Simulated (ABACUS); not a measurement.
Nb:

```xyz
1
Lattice="-1.6640 1.6640 1.6640 1.6640 -1.6640 1.6640 1.6640 1.6640 -1.6640" Properties=species:S:1:pos:R:3 pbc="T T T"
Nb    0.0000    0.0000    0.0000
```

```yaml
Program: ABACUS 3.10.1
Task: single point
Functional: PBE
Potentials_or_basis: PseudoDojo NC SR 0.4.1 PBE standard
Cutoff: 1116 eV
Density_cutoff: 4463 eV
Basis: plane waves
k_mesh: 11 × 11 × 11
Occupations: fermi-dirac, width 0.05 eV
Spin: no spin polarisation
```

On this cell: pressure -1.8 GPa; band gap on the k mesh none (metal or under the smearing width).

The same run follows on a disturbed copy (cell strained at random at fixed volume):

```
Nb
1.0
    -1.65481    1.66189    1.66310
     1.61189   -1.66978    1.62806
     1.70285    1.71781   -1.67098
Nb
1
Direct
  0.99711 0.99235 0.00528
```

What changes?

The energy (extrapolated to zero smearing) moves by +3.5 meV/atom; pressure -1.9 GPa; band gap on the k mesh none (metal or under the smearing width).

Stress tensor (GPa, compression positive):
```
-1.49 -0.69  0.42
-0.69 -3.34  0.20
 0.42  0.20 -0.84
```
